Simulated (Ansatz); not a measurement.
**Energy ranking of NaI structures**

All numbers below come from Ansatz 0.2.0, DFT PBE, scalar-relativistic, plane waves, PAW. Settings: cutoff 420 eV, Γ-centred meshes spaced at most about 0.3 Å⁻¹ (2π included), Gaussian smearing. No spin polarisation.

Energies over the elements count from the elements' standard structures at the same level, with no fitted energy shifts.

All energies are static (0 K, no zero-point motion). Larger cells and other orderings weren't all tried, so the list isn't exhaustive. Weakly bound directions are ill-defined at this level, which has no dispersion term (Cmcm, Pmma, I4_1/amd), and this can change margins and order among such cells. Spin–orbit coupling, which can matter for I, is left out. Kohn–Sham gaps at this level usually fall short of measured ones. The missing spin–orbit coupling can work the other way here. The reference form of I is held partly by dispersion forces, which this level lacks.

Invented guesses and database cells were relaxed alike, and ends that match in structure were merged. ΔE counts from the first row. Coordination counts I atoms around Na (those within 1.25 times the shortest such distance or 1.15 times the sum of covalent radii). The ends were matched against large subsets of the Crystallography Open Database and the Materials Project, so a missing match doesn't prove that a structure is unreported.

```tsv
#	reached from	type and space group	atoms	Å³/atom	coordination	ΔE (meV/atom)	gap on mesh (eV)	in databases	checks
1	a cell as deposited in COD	rock salt, Fm-3m (No. 225)	2	34.8	Na 6	0	3.58	COD	no imaginary mode on a 4×4×4 q mesh
2	close-packed anion layers stacked AB	wurtzite, P6_3mc (No. 186)	4	45.8	Na 4	43	3.70	no match	no imaginary mode on a 2×2×1 q mesh
3	CrB type (Cmcm)	Cmcm (No. 63)	4	40.0	Na 5	46	3.55	no match	-
4	a Materials Project cell	Pmma (No. 51)	4	41.2	Na 4	116	2.96	Materials Project	-
5	a Materials Project cell	I4_1/amd (No. 141)	4	43.6	Na 4	117	3.24	Materials Project	-
```

The lowest: Space group Fm-3m (No. 225), cubic, a = 6.528 Å. Na has 6 I at 3.26 Å; I has 6 Na at 3.26 Å. Its energy over the elements is −1.280 eV/atom. It is a structure that the Crystallography Open Database (COD) lists.

```cif
data_structure
_symmetry_space_group_name_H-M 'P 1'
_symmetry_Int_Tables_number 1
_cell_length_a 4.6161
_cell_length_b 4.6161
_cell_length_c 4.6161
_cell_angle_alpha 60.000
_cell_angle_beta 60.000
_cell_angle_gamma 60.000
_cell_volume 69.55
loop_
_atom_site_label
_atom_site_type_symbol
_atom_site_fract_x
_atom_site_fract_y
_atom_site_fract_z
_atom_site_occupancy
Na1 Na 0.00000 0.00000 0.00000 1
I1 I 0.50000 0.50000 0.50000 1
```

The second: Space group P6_3mc (No. 186), hexagonal, a = 5.151 Å, c = 7.973 Å. Na has 4 I at 3.10–3.11 Å; I has 4 Na at 3.10–3.11 Å. Counting I atoms around Na, the first has Na 6 and the second has Na 4. Shaken at random and relaxed again, row 1 came back. Cells without such a test can be saddle points.

```cif
data_structure
_symmetry_space_group_name_H-M 'P6_3mc'
_symmetry_Int_Tables_number 186
_cell_length_a 5.1508
_cell_length_b 5.1508
_cell_length_c 7.9732
_cell_angle_alpha 90.000
_cell_angle_beta 90.000
_cell_angle_gamma 120.000
_cell_volume 183.19
loop_
_atom_site_label
_atom_site_type_symbol
_atom_site_symmetry_multiplicity
_atom_site_Wyckoff_symbol
_atom_site_fract_x
_atom_site_fract_y
_atom_site_fract_z
_atom_site_occupancy
Na1 Na 2 b 0.33333 0.66667 0.38161 1
I1 I 2 b 0.33333 0.66667 0.99153 1
```

Some types were kept out of the candidates beforehand, so the set may lack a known form.
